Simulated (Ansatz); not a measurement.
We consider fluorite SrF₂, described by PBEsol in Ansatz (plane waves, PAW).

Settings: plane-wave cutoff 520 eV, 10×10×10 k mesh, Fermi–Dirac smearing 0.01 eV, scalar-relativistic PAW data made under PBE.

Computed points:

```json
[
 {"V (Å³/atom)": "14.955", "E − E_lowest (meV/atom)": "14.64"},
 {"V (Å³/atom)": "15.273", "E − E_lowest (meV/atom)": "6.25"},
 {"V (Å³/atom)": "15.591", "E − E_lowest (meV/atom)": "1.50"},
 {"V (Å³/atom)": "15.909", "E − E_lowest (meV/atom)": "0.00"},
 {"V (Å³/atom)": "16.228", "E − E_lowest (meV/atom)": "1.40"},
 {"V (Å³/atom)": "16.546", "E − E_lowest (meV/atom)": "5.39"},
 {"V (Å³/atom)": "16.864", "E − E_lowest (meV/atom)": "11.68"}
]
```

Q: Fit the third-order Birch–Murnaghan equation and give B0 and B′.

A: V0 = 15.909 Å³/atom, B0 = 72.9 GPa, B′ = 4.7 (fit to the energies at full precision).

Measured, for comparison: bulk modulus 69 GPa (temperature not stated, not corrected to a static lattice; as tabulated in On the Morphology of Group II Metal Fluoride Nanocrystals at Finite Temperature …). Computed (rounded) less measured: bulk modulus +6 %. A static lattice is as a rule a little smaller and stiffer than an uncorrected measurement, which narrows the difference in the bulk modulus and would widen misses of the other sign.

Ansatz is a program for electronic structure.
